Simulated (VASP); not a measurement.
# Mo (Im-3m) in VASP: notebook, part 2 of 2

VASP 6.6.1. Earlier steps stand in the parts before.

**6. Single point, LDA**

This run uses another cell than the first one: it holds 1 atom, not 26.

Input file INCAR:

```
  PREC = Accurate
  ENCUT = 520
  EDIFF = 1E-6
  ISMEAR = 0
  SIGMA = 0.02
  LREAL = F
  LASPH = T
  NELM = 60
  ALGO = Normal
  ISIF = 2
  LWAVE = F
  LCHARG = T
  LELF = T
  LVHAR = T
```

Input file KPOINTS:

```
regular mesh
0
Gamma
  12 12 12
```

Input file POSCAR:

```
Mo
2.7432
   -0.577358184565      0.577358184565      0.577358184565
    0.577358184565     -0.577358184565      0.577358184565
    0.577358184565      0.577358184565     -0.577358184565
Mo
1
Direct
    0.0000000000      0.0000000000      0.0000000000
```

Potentials or basis: VASP PAW LDA potentials, release 64 (Mo_pv).

On the command line:

```sh
$ cat potpaw_LDA.64/Mo_pv/POTCAR > POTCAR
$ mpirun -np 1 vasp_std > vasp.out
```

OUTCAR:

```text
PREC = Accurate
   ENCUT = 520
   EDIFF = 1E-6
   ISMEAR = 0
   LREAL = F
   LASPH = T
   NELM = 60
   ISIF = 2

 ion  position               nearest neighbor table
   1  0.000  0.000  0.000-

  LATTYP: Found a body centered cubic cell.
 ALAT       =     3.1676179438

  Lattice vectors:

 A1 = (  -1.5838089719,   1.5838089719,   1.5838089719)
 A2 = (   1.5838089719,  -1.5838089719,   1.5838089719)
 A3 = (   1.5838089719,   1.5838089719,  -1.5838089719)

Analysis of symmetry for initial positions (statically):
=====================================================================
 Subroutine PRICEL returns:
 Original cell was already a primitive cell.

 Routine SETGRP: Setting up the symmetry group for a
 body centered cubic supercell.

 Subroutine GETGRP returns: Found 48 space group operations
 (whereof 48 operations were pure point group operations)
 out of a pool of 48 trial point group operations.

The static configuration has the point symmetry O_h .

Analysis of symmetry for dynamics (positions and initial velocities):
=====================================================================
 Subroutine PRICEL returns:
 Original cell was already a primitive cell.

 Routine SETGRP: Setting up the symmetry group for a
 body centered cubic supercell.

 Subroutine GETGRP returns: Found 48 space group operations
 (whereof 48 operations were pure point group operations)
 out of a pool of 48 trial point group operations.

The dynamic configuration has the point symmetry O_h .

 Subroutine INISYM returns: Found 48 space group operations
 (whereof 48 operations are pure point group operations),
 and found     1 'primitive' translations

----------------------------------------------------------------------------------------

                                     Primitive cell

  volume of cell :      15.8916

[... 135 lines left out ...]
  Thomas-Fermi vector in A             =   2.603515
   LORBIT       =      0    0 simple, 1 ext, 2 COOP (PROOUT), +10 PAW based schemes
   GGA     = CA    functional components
   LHFCALC =     F    Hartree Fock is set to
   AEXX    =    0.0000 exact exchange contribution
   IVDW    =     0    specifies the selected vdW correction
   LEPSILON=     F    determine dielectric tensor
   LRPA    =     F    only Hartree local field effects (RPA)
 non-spin polarized calculation
 Gauss-broadening in eV      SIGMA  =   0.02
  energy-cutoff  :      520.00
  volume of cell :       15.89
 maximum number of plane-waves:       442
   NGX = 11   NGY = 11   NGZ = 11

 number of electron      11.9999997 magnetization

 Free energy of the ion-electron system (eV)
  ---------------------------------------------------
  ext. energy  EPLUGINS =         0.00000000
  ---------------------------------------------------
  free energy    TOTEN  =       -12.14109586 eV

  energy without entropy =      -12.14101742  energy(sigma->0) =      -12.14105664

 E-fermi :  11.7363     XC(G=0): -13.3997

 val. band max:       11.6749759484   @ k =  -0.1667   0.2500   0.0833
 cond. band min:      11.7362657670   @ k =   0.5000   0.5000   0.0833
 fundamental gap:      0.0612898186
 Fermi energy:        11.7362632797

 k-point     1 :       0.0000    0.0000    0.0000
  band No.  band energies     occupation
      1     -22.6384      2.00000
      2     -22.6384      2.00000
      3     -22.6384      2.00000
      4       4.6103      2.00000
      5      10.4480      2.00000
      6      10.4480      2.00000
      7      10.4480      2.00000
      8      13.3810      0.00000
      9      13.3810      0.00000
     10      26.6138      0.00000
[... 495 lines left out ...]
 k-point    40 :      -0.4167    0.5000    0.0833
  band No.  band energies     occupation
      1     -23.8856      2.00000
      2     -23.1713      2.00000
      3     -22.7851      2.00000
      4       7.2004      2.00000
      5       9.0672      2.00000
      6      10.7038      2.00000
      7      12.6591      0.00000
      8      15.3455      0.00000
      9      17.4357      0.00000
     10      23.0197      0.00000

 [... further k-points ...]

------------------------ aborting loop because EDIFF is reached ----------------------------------------

  FORCE on cell =-STRESS in cart. coord.  units (eV):
  Direction    XX          YY          ZZ          XY          YZ          ZX
  --------------------------------------------------------------------------------------
  -------------------------------------------------------------------------------------
  Total       -1.3873932     -1.3873932     -1.3873932     -0.0000000      0.0000000      0.0000000
  in kB     -139.8755383   -139.8755383   -139.8755383     -0.0000000      0.0000000      0.0000000
  external PRESSURE =    -139.8755383 kB  Pullay stress =       0.0000000 kB

 VOLUME and BASIS-vectors are now :
 -----------------------------------------------------------------------------
  energy-cutoff  :      520.00
  volume of cell :       15.89
      direct lattice vectors                 reciprocal lattice vectors
    -1.583808972  1.583808972  1.583808972     0.000000000  0.315694638  0.315694638
     1.583808972 -1.583808972  1.583808972     0.315694638  0.000000000  0.315694638
     1.583808972  1.583808972 -1.583808972     0.315694638  0.315694638  0.000000000

 POSITION                                       TOTAL-FORCE (eV/Angst)
 -----------------------------------------------------------------------------------
      0.00000      0.00000      0.00000         0.000000     -0.000000      0.000000
 -----------------------------------------------------------------------------------
    total drift:                                0.000000     -0.000000      0.000000

  FREE ENERGIE OF THE ION-ELECTRON SYSTEM (eV)
  ---------------------------------------------------
  free  energy   TOTEN  =       -12.1410958585 eV

  energy  without entropy=      -12.1410174165  energy(sigma->0) =      -12.14105664
```

OSZICAR:

```text
N       E                     dE             d eps       ncg     rms          rms(c)
DAV:   1     0.646136781787E+02    0.64614E+02   -0.71702E+03  1456   0.132E+03
DAV:   2    -0.114009404489E+02   -0.76015E+02   -0.73815E+02  1514   0.282E+02
DAV:   3    -0.129107670970E+02   -0.15098E+01   -0.14856E+01  1642   0.424E+01
DAV:   4    -0.129218636535E+02   -0.11097E-01   -0.11089E-01  1626   0.375E+00
DAV:   5    -0.129219864096E+02   -0.12276E-03   -0.12275E-03  1592   0.394E-01    0.148E+01
DAV:   6    -0.122645845550E+02    0.65740E+00   -0.10261E+00  1578   0.133E+01    0.411E+00
DAV:   7    -0.121489496648E+02    0.11563E+00   -0.27093E-01  1604   0.623E+00    0.949E-01
DAV:   8    -0.121413191216E+02    0.76305E-02   -0.39965E-03  1512   0.889E-01    0.237E-01
DAV:   9    -0.121410904279E+02    0.22869E-03   -0.14551E-04  1628   0.158E-01    0.434E-02
DAV:  10    -0.121410959267E+02   -0.54988E-05   -0.28047E-06  1566   0.243E-02    0.272E-03
DAV:  11    -0.121410958585E+02    0.68159E-07   -0.49876E-07   904   0.963E-03
   1 F= -.12141096E+02 E0= -.12141057E+02  d E =-.784421E-04
```

Run time: 7.6 s. Hardware: 1 thread of Intel Xeon Platinum 8488C (Sapphire Rapids), shared host; peak memory 0.12 GiB.

What came out:

```
Free energy            : -12.1411 eV
Pressure               : -14.0 GPa
Band gap on the k mesh : none (metal or under the smearing width)
```

Levels at points of the mesh, in eV from the Fermi level:
```tsv
k point	band 3	band 4	band 5	band 6	band 7	band 8	band 9	band 10
(0.00, 0.00, 0.00)	-34.37	-7.13	-1.29	-1.29	-1.29	1.64	1.64	14.88
(0.50, 0.00, 0.00)	-34.39	-5.18	-3.28	1.66	1.67	2.28	4.71	11.41
(0.50, 0.50, 0.50)	-35.30	-5.28	-5.28	3.96	3.96	3.96	8.98	8.98
```

**7. The reference run**

An earlier run on the cell as given: functional PBE; potentials or basis VASP PAW PBE potentials, release 64 (Mo_sv); cutoff 520 eV; k mesh 12 × 12 × 12; occupations fermi-dirac, width 0.05 eV; no spin polarisation.

* Pressure: -1.4 GPa
* Band gap on the k mesh: none (metal or under the smearing width)
